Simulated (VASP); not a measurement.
SnSe, 8 atoms in the cell. Symmetry: Pnma, No. 62, orthorhombic system. The conventional cell has a = 11.486 Å, b = 4.172 Å, c = 4.380 Å, α = 90.00°, β = 90.00°, γ = 90.00°. Sn (site symmetry m) is surrounded by 3 Se at 2.77 to 2.82 Å. Se (site symmetry m) is surrounded by 3 Sn at 2.77 to 2.82 Å. 

```yaml
Program: VASP 6.6.1
Task: elastic constants
Functional: PBE
Dispersion: D3(BJ)
Potentials_or_basis: VASP PAW PBE potentials, release 64 (Sn_d, Se)
Cutoff: 600 eV
k_mesh: 4 × 8 × 8
Occupations: gaussian, width 0.03 eV
Spin: no spin polarisation
Ions_in_elastic_constants: relaxed
Further_INCAR_settings: ALGO = Normal; EDIFF = 1e-08; IBRION = 6; POTIM = 0.015; NSW = 1; ISIF = 3
```

Potentials or basis: VASP PAW PBE potentials, release 64 (Sn_d, Se).

Run with:

```console
$ cat potpaw_PBE.64/Sn_d/POTCAR potpaw_PBE.64/Se/POTCAR > POTCAR
$ cp INCAR.step1 INCAR
$ mpirun -np 2 vasp_std > vasp.out
$ cp CONTCAR POSCAR
$ cp INCAR.step2 INCAR
$ mpirun -np 2 vasp_std > vasp.out
```

Hardware: 2 MPI ranks on Intel(R) Xeon(R) 6975P-C (Granite Rapids), with other jobs on the host.

Problem. How long does it take, and how much memory?

Solution. Wall time 120 min on 2 MPI ranks on Intel(R) Xeon(R) 6975P-C (Granite Rapids), with other jobs on the host, peak memory 2 GiB a rank. Counts: scf iterations 294, k points 75, ion steps 9.
